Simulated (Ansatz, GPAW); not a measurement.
**InP: programs and potentials compared**

```
In P
1.0
     0.00000    2.93050    2.93050
     2.93050    0.00000    2.93050
     2.93050    2.93050    0.00000
In P
1 1
Direct
  0.00000 0.00000 0.00000
  0.75000 0.75000 0.75000
```

Alike in all runs: task single point; functional PBE; k mesh 8 × 8 × 8; occupations gaussian, width 0.015 eV; no spin polarisation; no spin-orbit coupling. Pressure is positive in compression and, in plane waves, holds the error of the finite cutoff, which Ansatz's Pulay term estimates and takes out.

```csv
program and potentials,plane-wave cutoff (eV),notes,band gap (eV),pressure (GPa)
"Ansatz, Ansatz PAW",420,Pulay term of +0.04 GPa included,0.72,3.34
"Ansatz, all-electron LAPW, scalar-relativistic",-,-,0.71,3.34
"GPAW, GPAW PAW data sets (gpaw-data 1.2.1)",600,-,0.71,3.04
```

The band gap spans 0.71 (GPAW, GPAW PAW data sets (gpaw-data 1.2.1)) to 0.72 eV (Ansatz, Ansatz PAW), with all-electron results at 0.71. The pressure spans 3.04 (GPAW, GPAW PAW data sets (gpaw-data 1.2.1)) to 3.34 GPa (Ansatz, all-electron LAPW, scalar-relativistic), with all-electron results at 3.34.

Differences between rows come from potentials, basis sets and numerical settings, since the functional is the same but for its coding. Runs on potential files found faulty are left out.
